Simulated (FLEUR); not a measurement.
# GaN under changes of volume

One of the cells (11.444 Å³/atom); the others are scaled copies at fixed shape and fractional positions:

```
CELL_PARAMETERS angstrom
0.00000 2.25350 2.25350
2.25350 0.00000 2.25350
2.25350 2.25350 0.00000
ATOMIC_POSITIONS crystal
Ga 0.00000 0.00000 0.00000
N 0.25000 0.25000 0.25000
```

The cell is a database's computed one.

```yaml
Program: FLEUR MaX-R8.1 (later development tree)
Functional: BLYP
Potentials_or_basis: all-electron
Basis: FLAPW
Kmax: 5.21 1/bohr
k_mesh: 10 × 10 × 10
Occupations: fermi-dirac, width 0.05 eV
Spin: no spin polarisation
```

```tsv
volume (Å³/atom)	energy over the lowest point (meV/atom)	gap on the mesh (eV)
10.757	?	?
10.986	66.80	2.10
11.444	23.22	1.82
11.902	2.81	1.56
12.131	0.00	1.43
```

**Question.** What does the run at 10.757 Å³/atom give?

**Answer.** Energy over the lowest point 99.03 meV/atom; gap on the mesh 2.24 eV.

Worked out: A Birch-Murnaghan fit of order 2 (a polynomial in V^(-2/3)) to the other rows has its minimum at 12.16 Å³/atom, just outside them, with B0 = V·E''(V) = 159 GPa. It gives 98.78 meV/atom at 10.757 Å³/atom, against the run's 99.03. A straight line through the other rows of the gap, of slope -6.74 eV per unit of ln V (its deformation potential), extrapolates to 2.24 eV, against the run's 2.24.

Energies are extrapolated to zero smearing.

Spin-orbit coupling on Ga is left out.
